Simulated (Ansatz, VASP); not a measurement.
Two plane-wave programs on AlN

The input INCAR:

```
SYSTEM = AlN
PREC = Accurate
ENCUT = 520
EDIFF = 1E-7
ISMEAR = -1
SIGMA = 0.02
LREAL = .False.
LASPH = .True.
NELM = 100
ALGO = Fast
ISIF = 2
LWAVE = .False.
LCHARG = .True.
GGA = PE
LELF = .True.
LVHAR = .True.
NBANDS = 11
```

Contents of KPOINTS:

```
regular mesh
0
Gamma
  10 10 10
  0 0 0
```

Contents of POSCAR:

```
AlN
1.0
    0.0000000000      2.0865005383      2.0865005383
    2.0865005383      0.0000000000      2.0865005383
    2.0865005383      2.0865005383      0.0000000000
Al N
1 1
Direct
    0.0000000000      0.0000000000      0.0000000000
    0.5000000000      0.5000000000      0.5000000000
```

Input for Ansatz:

```yaml
crystal:
  lattice:
    - [0.0, 2.0865005383, 2.0865005383]
    - [2.0865005383, 0.0, 2.0865005383]
    - [2.0865005383, 2.0865005383, 0.0]
  atoms:
    - { symbol: Al, position: [0.0, 0.0, 0.0] }
    - { symbol: "N", position: [0.5, 0.5, 0.5] }
kpoints:
  mp_grid: { grid: [10, 10, 10] }
  band_path:
    path:
      - [0.0, 0.0, 0.0]
      - [0.5, 0.0, 0.5]
      - [0.625, 0.25, 0.625]
      - [0.375, 0.375, 0.75]
      - [0.5, 0.5, 0.5]
      - [0.5, 0.25, 0.75]
    npoints: 1
hamiltonian:
  xc: pbe
scf:
  occupations: { method: fermi_dirac, width: 0.02 }
  n_extra_bands: 4
output:
  forces: true
  stress: true
  eigenvalues: true
```

Change from the starting cell: hydrostatic strain +3.4%.

Alike in both runs: task single point; functional PBE; k mesh 10 × 10 × 10; occupations fermi-dirac, width 0.02 eV; no spin polarisation.

|  | VASP | Ansatz |
| --- | --- | --- |
| version | VASP 6.6.1 | Ansatz 0.2.0 |
| potentials or method | VASP PAW PBE potentials, release 64 (Al, N) | plane waves, PAW |
| plane-wave cutoff (eV) | 520 | 420 |
| valence electrons in the cell | 8 | 8 |

VASP gave:

| Item | Value |
| --- | --- |
| gap on the k mesh at the Fermi level (eV) | 3.73 |
| pressure (GPa) | -16.4 |

Task: Estimate Ansatz's values.

Result: gap on the k mesh at the Fermi level (eV): 3.75; pressure (GPa): -16.2.

The functional is the same, so the differences come from potentials, cutoffs and numerics.

Caveats: so large a pressure means that the cell lies far from this level's equilibrium, or that cutoff or potentials fall short (VASP). A k mesh can miss the band edges.
